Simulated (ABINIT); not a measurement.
# TePt (P6_3/mmc) in ABINIT: single point with LDA-Teter

Aim: the single point of TePt with LDA-Teter.

All numbers are computed with ABINIT 10.8.3 (patched build); they aren't measurements. Logs are shortened: lines on timing, memory, paths and dates and some standing lists are left out, and cuts for length are marked. The log counts tension as positive stress, the text compression.

### Step 1. Starting point

It takes space group P6_3/mmc (No. 194, hexagonal). The conventional cell has a = 4.263 Å, b = 4.263 Å, c = 5.662 Å, α = 90.00°, β = 90.00°, γ = 120.00°. Pt (site symmetry -3m) has 2 Pt at 2.83 Å and 6 Te at 2.84 Å as nearest neighbours. Te (site symmetry -6m2) is surrounded by 6 Pt at 2.84 Å.

Measurements of this composition are mostly on another form, of space group No. 166.

### Step 2. Single point, LDA-Teter

run.abi reads:

```
# Pseudopotentials
pp_dirpath "./"
pseudos "Pt.upf, Te.upf"

# Structure
acell 8.0556753968 8.0556753967 10.6991965703
rprim
     1.0000000000     0.0000000000     0.0000000000
    -0.5000000000     0.8660254038     0.0000000000
     0.0000000000     0.0000000000     1.0000000000
ntypat 2
znucl 78 52
natom 4
typat 1 1 2 2
xred
     0.0000000000     0.0000000000     0.0000000000
     0.0000000000     0.0000000000     0.5000000000
     0.3333333333     0.6666666667     0.2500000000
     0.6666666667     0.3333333333     0.7500000000

# Plane-wave basis
ecut 35.0

# k points
kptopt 1
ngkpt 5 5 4
nshiftk 1
shiftk 0.0 0.0 0.0

# Exchange and correlation
ixc 1

# Bands and occupations
nband 41
occopt 3
tsmear 0.05 eV

# SCF cycle
nstep 100
tolvrs 1.0e-10

# Output
iomode 3
prtwf 0
prtden 0
prteig 0
prtebands 0
```

Potentials or basis: PseudoDojo NC SR LDA v0.4.1 standard.

Launch:

```sh
abinit run.abi > log 2>&1
```

run.abo:

```text
.Version 10.8.3 of ABINIT
 Symmetries : space group P6_3/m m c (#194); Bravais hP (primitive hexag.)
================================================================================
 Values of the parameters that define the memory need of the present run
     intxc =       0    ionmov =       0      iscf =       7    lmnmax =       8
     lnmax =       8     mgfft =      60  mpssoang =       4    mqgrid =    3001
     natom =       4  nloc_mem =       1    nspden =       1   nspinor =       1
    nsppol =       1      nsym =      24    n1xccc =    2501    ntypat =       2
    occopt =       3   xclevel =       1
       mpw =        5962          nfft =      121500          nkpt =          15
================================================================================
================================================================================

--------------------------------------------------------------------------------
------------- Echo of variables that govern the present computation ------------
--------------------------------------------------------------------------------
 -outvars: echo values of preprocessed input variables --------
            acell      8.0556753968E+00  8.0556753967E+00  1.0699196570E+01 Bohr
              amu      1.95080000E+02  1.27600000E+02
             ecut      3.50000000E+01 Hartree
         kptrlatt        5    0    0      0    5    0      0    0    4
          kptrlen      4.02783770E+01
            natom           4
            nband          41
            ngfft          45      45      60
             nkpt          15
            nstep         100
             nsym          24
           ntypat           2
           occopt           3
           prtden           0
        prtebands           0
           prteig           0
            prtwf           0
            rprim      1.0000000000E+00  0.0000000000E+00  0.0000000000E+00
                      -5.0000000000E-01  8.6602540380E-01  0.0000000000E+00
                       0.0000000000E+00  0.0000000000E+00  1.0000000000E+00
          spgroup         194
           tolvrs      1.00000000E-10
           tsmear      1.83746611E-03 Hartree
            typat      1  1  2  2
           xangst      0.0000000000E+00  0.0000000000E+00  0.0000000000E+00
                       0.0000000000E+00  0.0000000000E+00  2.8308854981E+00
                       1.7639237995E-11  2.4611748206E+00  1.4154427490E+00
                       2.1314399178E+00  1.2305874103E+00  4.2463282471E+00
            xcart      0.0000000000E+00  0.0000000000E+00  0.0000000000E+00
                       0.0000000000E+00  0.0000000000E+00  5.3495982851E+00
                       3.3333328880E-11  4.6509463589E+00  2.6747991426E+00
                       4.0278376984E+00  2.3254731794E+00  8.0243974277E+00
             xred      0.0000000000E+00  0.0000000000E+00  0.0000000000E+00
                       0.0000000000E+00  0.0000000000E+00  5.0000000000E-01
                       3.3333333333E-01  6.6666666667E-01  2.5000000000E-01
                       6.6666666667E-01  3.3333333333E-01  7.5000000000E-01
            znucl       78.00000   52.00000

================================================================================

 chkinp: Checking input parameters for consistency.

================================================================================
== DATASET  1 ==================================================================

--- !DatasetInfo
iteration_state: {dtset: 1, }
dimensions: {natom: 4, nkpt: 15, mband: 41, nsppol: 1, nspinor: 1, nspden: 1, mpw: 5962, }
cutoff_energies: {ecut:  35.0, pawecutdg:  -1.0, }
electrons: {nelect:   6.80000000E+01, charge:   0.00000000E+00, occopt:   3.00000000E+00, tsmear:   1.83746611E-03, }
meta: {optdriver: 0, ionmov: 0, optcell: 0, iscf: 7, paral_kgb: 0, }
...

 Exchange-correlation functional for the present dataset will be:
  LDA: new Teter (4/93) with spin-polarized option - ixc=1
  S. Goedecker, M. Teter, J. Huetter, PRB 54, 1703 (1996)

 Real(R)+Recip(G) space primitive vectors, cartesian coordinates (Bohr,Bohr^-1):
 R(1)=  8.0556754  0.0000000  0.0000000  G(1)=  0.1241361  0.0716700  0.0000000
 R(2)= -4.0278377  6.9764195  0.0000000  G(2)=  0.0000000  0.1433400  0.0000000
 R(3)=  0.0000000  0.0000000 10.6991966  G(3)=  0.0000000  0.0000000  0.0934650
 Unit cell volume ucvol=  6.0129240E+02 bohr^3
 Angles (23,13,12)=  9.00000000E+01  9.00000000E+01  1.20000000E+02 degrees

 getcut: wavevector=  0.0000  0.0000  0.0000  ngfft=  45  45  60
         ecut(hartree)=     35.000   => boxcut(ratio)=   2.05093

[... 52 lines left out ...]
fermie    :   3.52650162E-01
cartesian_stress_tensor: # hartree/bohr^3
- [  2.66924889E-04,  -1.70911082E-13,   0.00000000E+00, ]
- [ -1.70911082E-13,   2.66924889E-04,   0.00000000E+00, ]
- [  0.00000000E+00,   0.00000000E+00,   3.23263140E-04, ]
pressure_GPa:  -8.4057E+00
xred      :
- [  0.0000E+00,   0.0000E+00,   0.0000E+00, Pt]
- [  0.0000E+00,   0.0000E+00,   5.0000E-01, Pt]
- [  3.3333E-01,   6.6667E-01,   2.5000E-01, Te]
- [  6.6667E-01,   3.3333E-01,   7.5000E-01, Te]
cartesian_forces: # hartree/bohr
- [  3.26420346E-32,  -3.08752174E-28,  -0.00000000E+00, ]
- [ -9.79261038E-32,  -3.08827558E-28,  -0.00000000E+00, ]
- [  5.34839737E-28,   1.85264497E-27,  -0.00000000E+00, ]
- [ -5.34774453E-28,  -1.23506524E-27,  -0.00000000E+00, ]
force_length_stats: {min:   3.08752176E-28, max:   1.92830156E-27, mean:   9.72938181E-28, }
...

 Integrated electronic density in atomic spheres:
 ------------------------------------------------
 Atom  Sphere_radius  Integrated_density
    1        2.00000         14.51460813
    2        2.00000         14.51460813
    3        2.00000         11.88002702
    4        2.00000         11.88002702
================================================================================

 ----iterations are completed or convergence reached----

 Mean square residual over all n,k,spin=   59.179E-08; max=  14.765E-05
 reduced coordinates (array xred) for    4 atoms
       0.000000000000      0.000000000000      0.000000000000
       0.000000000000      0.000000000000      0.500000000000
       0.333333333333      0.666666666667      0.250000000000
       0.666666666667      0.333333333333      0.750000000000
 rms dE/dt=  4.3082E-27; max dE/dt=  4.3082E-27; dE/dt below (all hartree)
    1       0.000000000000      0.000000000000      0.000000000000
    2       0.000000000000      0.000000000000      0.000000000000
    3      -0.000000000000     -0.000000000000      0.000000000000
    4       0.000000000000      0.000000000000      0.000000000000

 cartesian coordinates (angstrom) at end:
    1      0.00000000000000     0.00000000000000     0.00000000000000
    2      0.00000000000000     0.00000000000000     2.83088549806664
    3      0.00000000001764     2.46117482057796     1.41544274903332
    4      2.13143991777210     1.23058741028898     4.24632824709996

 cartesian forces (hartree/bohr) at end:
    1      0.00000000000000    -0.00000000000000    -0.00000000000000
    2     -0.00000000000000    -0.00000000000000    -0.00000000000000
    3      0.00000000000000     0.00000000000000    -0.00000000000000
    4     -0.00000000000000    -0.00000000000000    -0.00000000000000
 frms,max,avg= 6.9043580E-28 1.8526450E-27   0.000E+00  0.000E+00  0.000E+00 h/b

 cartesian forces (eV/Angstrom) at end:
    1      0.00000000000000    -0.00000000000000    -0.00000000000000
    2     -0.00000000000000    -0.00000000000000    -0.00000000000000
    3      0.00000000000000     0.00000000000000    -0.00000000000000
    4     -0.00000000000000    -0.00000000000000    -0.00000000000000
 frms,max,avg= 3.5503636E-26 9.5266835E-26   0.000E+00  0.000E+00  0.000E+00 e/A
 length scales=  8.055675396800  8.055675396700 10.699196570300 bohr
              =  4.262879835527  4.262879835474  5.661770996133 angstroms
 Fermi (or HOMO) energy (hartree) =   0.35265   Average Vxc (hartree)=  -0.44682
 Eigenvalues (hartree) for nkpt=  15  k points:
 kpt#   1, nband= 41, wtk=  0.01000, kpt=  0.0000  0.0000  0.0000 (reduced coord)
  -3.27172   -3.27142   -1.58785   -1.58343   -1.58343   -1.58271   -1.58271   -1.58042
  -1.03275   -1.03275   -1.03269   -1.03269   -1.03201   -1.03201   -1.03166   -1.03163
  -1.03163   -1.03163   -0.15594   -0.06575    0.09593    0.13734    0.13734    0.16072
   0.20858    0.20858    0.23347    0.23347    0.28356    0.28356    0.29309    0.29309
   0.35556    0.36855    0.39632    0.41738    0.42732    0.42732    0.52273    0.52273
   0.62786
      occupation numbers for kpt#   1
   2.00000    2.00000    2.00000    2.00000    2.00000    2.00000    2.00000    2.00000
   2.00000    2.00000    2.00000    2.00000    2.00000    2.00000    2.00000    2.00000
   2.00000    2.00000    2.00000    2.00000    2.00000    2.00000    2.00000    2.00000
   2.00000    2.00000    2.00000    2.00000    2.00000    2.00000    2.00000    2.00000
   0.34053    0.00035    0.00000    0.00000    0.00000    0.00000    0.00000    0.00000
   0.00000
 prteigrs : prtvol=0 or 1, do not print more k-points.

--- !EnergyTerms
iteration_state     : {dtset: 1, }
comment             : Components of total free energy in Hartree
kinetic             :  1.88587095051563E+02
hartree             :  1.01267446394624E+02
xc                  : -9.59144460843990E+01
Ewald energy        : -3.05024361655696E+02
psp_core            :  1.41787121508749E+01
local_psp           : -3.31456388587816E+02
non_local_psp       : -4.23190008163236E+01
internal            : -4.70680943547174E+02
'-kT*entropy'       : -7.95630762953412E-04
total_energy        : -4.70681739177937E+02
total_energy_eV     : -1.28079026037009E+04
band_energy         : -4.69299631874020E+01
...

 Cartesian components of stress tensor (hartree/bohr^3)
  sigma(1 1)=  2.66924889E-04  sigma(3 2)=  0.00000000E+00
  sigma(2 2)=  2.66924889E-04  sigma(3 1)=  0.00000000E+00
  sigma(3 3)=  3.23263140E-04  sigma(2 1)= -1.70911082E-13

-Cartesian components of stress tensor (GPa)         [Pressure= -8.4057E+00 GPa]
- sigma(1 1)=  7.85320137E+00  sigma(3 2)=  0.00000000E+00
- sigma(2 2)=  7.85320136E+00  sigma(3 1)=  0.00000000E+00
- sigma(3 3)=  9.51072993E+00  sigma(2 1)= -5.02837762E-09

== END DATASET(S) ==============================================================
================================================================================

 -outvars: echo values of variables after computation  --------
            acell      8.0556753968E+00  8.0556753967E+00  1.0699196570E+01 Bohr
           etotal     -4.7068173918E+02
            fcart      3.2642034606E-32 -3.0875217436E-28 -0.0000000000E+00
                      -9.7926103817E-32 -3.0882755791E-28 -0.0000000000E+00
                       5.3483973701E-28  1.8526449674E-27 -0.0000000000E+00
                      -5.3477445294E-28 -1.2350652351E-27 -0.0000000000E+00
            rprim      1.0000000000E+00  0.0000000000E+00  0.0000000000E+00
                      -5.0000000000E-01  8.6602540380E-01  0.0000000000E+00
                       0.0000000000E+00  0.0000000000E+00  1.0000000000E+00
           strten      2.6692488921E-04  2.6692488895E-04  3.2326313994E-04
                       0.0000000000E+00  0.0000000000E+00 -1.7091108160E-13
           xangst      0.0000000000E+00  0.0000000000E+00  0.0000000000E+00
                       0.0000000000E+00  0.0000000000E+00  2.8308854981E+00
                       1.7639237995E-11  2.4611748206E+00  1.4154427490E+00
                       2.1314399178E+00  1.2305874103E+00  4.2463282471E+00
             xred      0.0000000000E+00  0.0000000000E+00  0.0000000000E+00
                       0.0000000000E+00  0.0000000000E+00  5.0000000000E-01
                       3.3333333333E-01  6.6666666667E-01  2.5000000000E-01
                       6.6666666667E-01  3.3333333333E-01  7.5000000000E-01
 Calculation completed.
```

Wall time 72 s (1 thread of AMD EPYC 9R45 (Zen 5), shared host); peak memory 0.13 GiB.

What came out:

- Free energy: -12807.9026 eV
- Band gap on the k mesh: none (metal or under the smearing width)
- Valence electrons inside the program's atomic spheres: Pt 14.51; Te 11.88

Caveat: the cutoff is too short for stress, so the log's stress isn't used.
